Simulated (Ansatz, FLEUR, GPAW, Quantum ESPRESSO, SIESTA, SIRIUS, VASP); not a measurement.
CdSe: 7 runs at one level of theory

```
Cd Se
1.0
     0.00000    3.07027    3.07027
     3.07027    0.00000    3.07027
     3.07027    3.07027    0.00000
Cd Se
1 1
Direct
  0.00000 0.00000 0.00000
  0.25000 0.25000 0.25000
```

The cell is a database's computed one, not the measured one.

Alike in all runs: task equation of state; functional PBEsol; k mesh 8 × 8 × 8; occupations fermi-dirac, width 0.05 eV; no spin polarisation; no spin-orbit coupling.

| program and potentials | plane-wave cutoff (eV) | notes | equilibrium volume (Å³/atom) | bulk modulus (GPa) |
| --- | --- | --- | --- | --- |
| FLEUR, all-electron, FLAPW | - | - | ? | ? |
| VASP, PBE PAW files Cd, Se, 520 eV | 520 | potentials made for PBE | 28.30 | 52.0 |
| GPAW, PAW data sets generated for this functional | 600 | - | 28.03 | 52.6 |
| Quantum ESPRESSO, GBRV 1.5 PBEsol | 612 | - | 28.25 | 52.1 |
| SIRIUS, PseudoDojo 0.4.1 PBEsol standard (scalar relativistic) | 1388 | - | 28.14 | 52.1 |
| SIESTA, files PseudoDojo sr-pbesol-0.4.1-standard, DZP (energy shift 0.003 Ry; two zetas on semicore shells) | - | atomic basis | 28.23 | 54.5 |
| Ansatz, all-electron LAPW, scalar-relativistic | - | - | 28.13 | 52.1 |

Question: Estimate from the other rows what the run with FLEUR, all-electron, FLAPW gave.

Answer: Equilibrium volume 28.13 Å³/atom; bulk modulus 51.9 GPa. The other rows, which needn't bracket it: equilibrium volume 28.03 to 28.30; bulk modulus 52.0 to 54.5.
